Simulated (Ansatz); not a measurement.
**What moves the gap on the k mesh of CdSe?**

```yaml
crystal:
  lattice:
    - [0.00000, 3.07027, 3.07027]
    - [3.07027, 0.00000, 3.07027]
    - [3.07027, 3.07027, 0.00000]
  atoms:
    - { symbol: Cd, position: [0.00000, 0.00000, 0.00000] }
    - { symbol: Se, position: [0.25000, 0.25000, 0.25000] }
```

Atoms are numbered in the order listed.

Structure from Materials Project entry mp-2691 (possibly hypothetical), not relaxed further.

Method: Ansatz 0.2.0, DFT, PBE, all-electron LAPW, scalar-relativistic.

Numerical set-up: a Γ-centred 8×8×8 k mesh, Fermi–Dirac smearing of 0.03 eV, basis error target 1 meV/atom, no spin polarisation.

Semilocal functionals give too small gaps.

In this reference run the gap on the k mesh is 0.55 eV. Each change below is made alone, on the same k mesh, with fractional coordinates held unless an atom is moved; x, y and z are the Cartesian axes.

Problem. Order the changes by the shift of the gap on the k mesh, most negative first.
A. no relativity
B. volume scaled by 0.98
C. z strained by +3 % at fixed volume
D. volume scaled by 1.01
E. functional pbesol
F. volume scaled by 0.94

Solution. E (-0.12 eV), C (-0.05 eV), D (-0.02 eV), B (+0.04 eV), F (+0.13 eV), A (+0.72 eV).
